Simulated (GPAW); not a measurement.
Runs of GPAW 26.7.0 on SnSe. Symmetry: Fm-3m, No. 225, cubic system. Conventional cell: a = 6.020 Å, b = 6.020 Å, c = 6.020 Å, α = 90.00°, β = 90.00°, γ = 90.00°. Sn (site symmetry m-3m) is surrounded by 6 Se at 3.01 Å. Se (site symmetry m-3m) is surrounded by 6 Sn at 3.01 Å. Measurements of this composition are mostly on another form, of space group No. 62.

```tsv
task	level	potentials or basis	cell	k mesh	cutoff (eV)	maxiter	optimizer	fmax	max steps	convergence	gap on the mesh (eV)	pressure (GPa)	relaxed volume (Å³/atom)
relaxation of cell and atoms	PBEsol+D3(BJ)	PAW data sets generated in the run's folder for this functional, pw	relaxed	8 × 8 × 8	600	150	BFGS	0.02 eV/Å	100	density=1e-05 forces=0.0001	0.73	0.0	25.23
single point	PBEsol	PAW data sets generated in the run's folder for this functional, pw	as given	6 × 6 × 6	500	80	-	-	-	-	(b)	-2.7	-
band structure	LDA	the program's PAW data sets (release 1.2.1) made for this functional, pw	as given	8 × 8 × 8	600	150	-	-	-	-	-	-3.5	-
relaxation of cell and atoms	BLYP	PAW data sets generated in the run's folder for this functional, pw	relaxed	8 × 8 × 8	600	150	LBFGS	0.05 eV/Å	60	density=1e-05 forces=0.0001	0.05	0.0	29.95
relaxation of cell and atoms	LDA	the program's PAW data sets (release 1.2.1) made for this functional, pw	relaxed	8 × 8 × 8	600	150	BFGS	0.02 eV/Å	60	density=1e-05 forces=0.0001	(a)	0.0	25.51
```

Alike in all rows: no spin polarisation; smearing fermi-dirac 0.05 eV.

Task: Estimate the missing entries.

Result: (a) 0.77; (b) 0.66.

Caveats: spin-orbit coupling is left out, which moves the levels of the heavy elements (some runs); later steps reuse the first step's grids (some runs); the cutoff is short for stress and forces, so pressures can be off by a GPa or more (some runs).

A k mesh can miss the band edges, and the runs leave out spin-orbit coupling on Se, Sn.

Not every run made on this cell is shown here.
